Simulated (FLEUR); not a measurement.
# SnTe: equation of state with SCAN

The system is SnTe.

```
Te Sn
1.0
     0.00000    3.61115    3.61115
     3.61115    0.00000    3.61115
     3.61115    3.61115    0.00000
Te Sn
1 1
Direct
  0.25000 0.25000 0.25000
  0.00000 0.00000 0.00000
```

Measurements of this composition are mostly on another form, of space group No. 225.

```
Program                  : FLEUR MaX-R8.1 (later development tree)
Task                     : equation of state
Functional               : SCAN
Potentials or basis      : all-electron
Basis                    : FLAPW
Kmax                     : 4.1 1/bohr
k mesh                   : 7 × 7 × 7
Occupations              : fermi-dirac, width 0.05 eV
Spin                     : no spin polarisation
Gmax                     : 12.7 1/bohr
Muffin-tin radii         : Te 2.65, Sn 2.65 bohr
lmax                     : Te 10, Sn 10
lnonsphr                 : Te 10, Sn 10
Local orbitals a species : Te 6, Sn 5
```

```json
{"Equilibrium volume": "45.68 Å³/atom", "Bulk modulus": "27 GPa"}
```

Energy against volume, from the lowest point:
```tsv
volume (Å³/atom)	energy (meV/atom)
44.265	3.38
45.207	0.00
47.091	2.81
48.974	16.88
49.916	26.94
```

Caveat: the meta-GGA is that of a development version, with a GGA for the radial functions and cores and without core tails. The run has no spin-orbit coupling, so splittings on Te are missing.
